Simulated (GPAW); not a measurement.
The system is C.

```xyz
2
Lattice="0.0000 1.7834 1.7834 1.7834 0.0000 1.7834 1.7834 1.7834 0.0000" Properties=species:S:1:pos:R:3 pbc="T T T"
C     2.6751    2.6751    2.6751
C     1.7834    1.7834    1.7834
```

This isn't the form of C at room conditions, which is graphite.

```yaml
Program: GPAW 26.7.0
Task: relaxation of cell and atoms
Functional: PBEsol
Dispersion: D3(BJ)+ATM
Potentials_or_basis: PAW data sets generated in the run's folder for this functional
Cutoff: 800 eV
Basis: pw
k_mesh: 13 × 13 × 13
Occupations: fermi-dirac, width 0.05 eV
Spin: no spin polarisation
```

At the start: pressure -8.0 GPa; volume 5.67 Å³/atom.

Q: Where does the relaxation end?

A: Over 3 steps the energy falls by 2.1 meV/atom and the volume is 5.57 Å³/atom (-1.8 %); space group Fd-3m (No. 227, to 0.05 Å).

Step by step:
```tsv
step	energy change (eV)	largest force (eV/Å)	pressure (GPa)	volume (Å³)
1	0.0000	0.0000	-8.03	11.34
2	-0.0026	0.0000	-5.39	11.27
3	-0.0041	0.0000	0.09	11.14
```

Final structure:
```
C
1.0
     0.00000    1.77253    1.77253
     1.77253    0.00000    1.77253
     1.77253    1.77253    0.00000
C
2
Direct
  0.75000 0.75000 0.75000
  0.50000 0.50000 0.50000
```

The cell as given is a measured one (5.67 Å³/atom); PBEsol+D3(BJ)+ATM puts the equilibrium volume -1.8 % from it, thermal expansion not counted.

Caveat: later steps reuse the first step's grids.
